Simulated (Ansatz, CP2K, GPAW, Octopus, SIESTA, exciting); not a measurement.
CdS: band gap by level of theory

```
Cd S
1.0
     0.00000    2.91650    2.91650
     2.91650    0.00000    2.91650
     2.91650    2.91650    0.00000
Cd S
1 1
Cartesian
  0.0000 0.0000 0.0000
  4.3748 4.3748 4.3748
```

| rung | level | program and potentials | cutoff (eV) | k mesh | task | spin | core time | chip | band gap (eV) | notes |
| --- | --- | --- | --- | --- | --- | --- | --- | --- | --- | --- |
| GGA | PBE | Ansatz, PAW datasets made for the crystal | 260 | 4 × 4 × 4 | single point | off | 3.8 s | Arm Neoverse V1 | 1.13 | coarse mesh; 9 valence electrons an atom on average |
| model potential | TB-mBJ | GPAW, GPAW PAW data sets for LDA (gpaw-data 1.2.1) | 600 | 6 × 6 × 6 | single point | off | 41 s | Arm Neoverse V1 | 2.61 | potentials made for LDA; 9 valence electrons an atom on average |
| GGA | PBE | CP2K, POTENTIAL_UZH Cd GTH-PBE-q12, S GTH-PBE-q6; TZVP-MOLOPT-PBE-GTH basis | - | 8 × 8 × 8 | single point | off | 54 s | Arm Neoverse N1 | 1.14 | atomic basis; 9 valence electrons an atom on average |
| GGA | PBE | SIESTA, files PseudoDojo sr-pbe-0.4.1-standard, DZP (energy shift 0.003 Ry; two zetas on semicore shells) | - | 8 × 8 × 8 | single point | off | 60 s | Intel Xeon Skylake/Cascade Lake | 1.36 | atomic basis; 13 valence electrons an atom on average |
| LDA | LDA | Ansatz, all-electron LAPW, scalar-relativistic | - | 6 × 6 × 6 | elastic constants | off | 2.1 min | Arm Neoverse V1 | 0.86 | - |
| LDA | LDA | exciting, all-electron LAPW+lo, shipped species files, valence relativity iora* | - | 8 × 8 × 8 | band structure | off | 2.2 min | Arm Neoverse V1 | 0.86 | - |
| GGA | PBE | exciting, all-electron LAPW+lo, shipped species files, valence relativity iora* | - | 6 × 6 × 6 | band structure | SOC, no magnetisation | 2.5 min | Arm Neoverse V1 | 1.12 | - |
| GGA | PBE | Octopus, pseudodojo_pbe (PseudoDojo 0.5, PBE) | - | 8 × 8 × 8 | single point | off | 9 min | Arm Neoverse V1 | 1.15 | 13 valence electrons an atom on average |

Times are single runs on shared hosts and different chips, so they are rough; meshes, cutoffs and the tasks' sizes weigh on the time. Gaps are the least found on the k mesh or the band path, and a mesh can miss the band edges. The cell comes from a database and isn't always the measured one. Meshes differ between rows, which moves values too. All levels ran on this one cell, unrelaxed unless noted. Meshes are those of the run's cell of 2 atoms unless a note names another. Runs on faulty files, with rough fits or with known faults for this quantity aren't shown.

By rung: LDA 0.86; GGA with SOC 1.12; GGA 1.15; model potential 2.61; GGA on coarse meshes 1.13; GGA in atomic bases 1.14 to 1.36 (eV).
